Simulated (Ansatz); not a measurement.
**Computed properties of AgCl**

```
Ag Cl
1.0
     0.00000    3.02955    3.02955
     3.02955    0.00000    3.02955
     3.02955    3.02955    0.00000
Ag Cl
1 1
Direct
  0.00000 0.00000 0.00000
  0.25000 0.25000 0.25000
```

Atom numbers follow the list: Ag1, Cl2.

The cell was built from the zincblende type and relaxed in the same program, and has space group F-43m; it needn't be a known or the stable phase.

All numbers are computed: DFT, PBE, all-electron LAPW, scalar-relativistic (Ansatz 0.2.0); DFT, PBE, PAW with Ansatz's default frozen-core files, scalar-relativistic (Ansatz 0.2.0).

For LAPW: a Γ-centred 11×11×11 k mesh, Fermi–Dirac smearing of 0.03 eV, basis error target 1 meV/atom, no spin polarisation. PAW takes a cutoff of 420 eV at this cell. The Ansatz runs share mesh, smearing and spin set-up. Values come from LAPW unless marked.

```yaml
Band_gap: 1.30 eV, direct at Γ
Löwdin_charges_with_0.09_e_of_the_cell_spilling_out_of_the_atomic_basis_so_their_sizes_and_signs_hang_on_that_basis: Ag1 0.60, Cl2 -0.50 e
Bader_charges_from_the_PAW_run: Ag1 +0.55, Cl2 -0.55 e
Volume_per_atom: 27.81 Å³
Pressure_at_this_cell: 0.01 GPa
```
